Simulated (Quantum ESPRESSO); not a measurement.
## KCl (Sylvite) under changes of volume

One of the cells (31.151 Å³/atom); the others are scaled copies at fixed shape and fractional positions:

```
K Cl
1.0
     0.00000    3.14647    3.14647
     3.14647    0.00000    3.14647
     3.14647    3.14647    0.00000
K Cl
1 1
Cartesian
  0.0000 0.0000 0.0000
  3.1465 3.1465 3.1465
```

| Property | Result |
| --- | --- |
| Program | Quantum ESPRESSO 7.5 |
| Functional | PBE |
| Potentials or basis | SSSP 1.3 efficiency PBE |
| Cutoff | 816 eV |
| Density cutoff | 6531 eV |
| k mesh | 7 × 7 × 7 |
| Occupations | fermi-dirac, width 0.05 eV |
| Spin | no spin polarisation |

| volume (Å³/atom) | energy over the lowest point (meV/atom) | pressure (GPa) | gap on the mesh (eV) |
| --- | --- | --- | --- |
| 29.282 | ? | ? | ? |
| 29.905 | 12.04 | 1.6 | 5.33 |
| 30.528 | 6.62 | 1.1 | 5.26 |
| 31.151 | 2.93 | 0.7 | 5.19 |
| 31.774 | 0.78 | 0.4 | 5.12 |
| 32.397 | 0.00 | 0.0 | 5.06 |
| 33.020 | 0.45 | -0.3 | 4.99 |

Question: What does the run at 29.282 Å³/atom give?

Answer: Energy over the lowest point 19.38 meV/atom; pressure 2.1 GPa; gap on the mesh 5.41 eV.

Worked out: A Birch-Murnaghan fit of order 3 (a polynomial in V^(-2/3)) to the other rows has its minimum at 32.47 Å³/atom with B0 = V·E''(V) = 16.2 GPa and B' = 4.9. It gives 19.40 meV/atom at 29.282 Å³/atom, against the run's 19.38, and -dE/dV = 2.2 GPa, against 2.1. A straight line through the other rows of the gap, of slope -3.42 eV per unit of ln V (its deformation potential), extrapolates to 5.40 eV, against the run's 5.41.

Energies are extrapolated to zero smearing.

Caveats: an odd mesh through Γ misses points on the zone boundary, where band edges often lie (some runs).
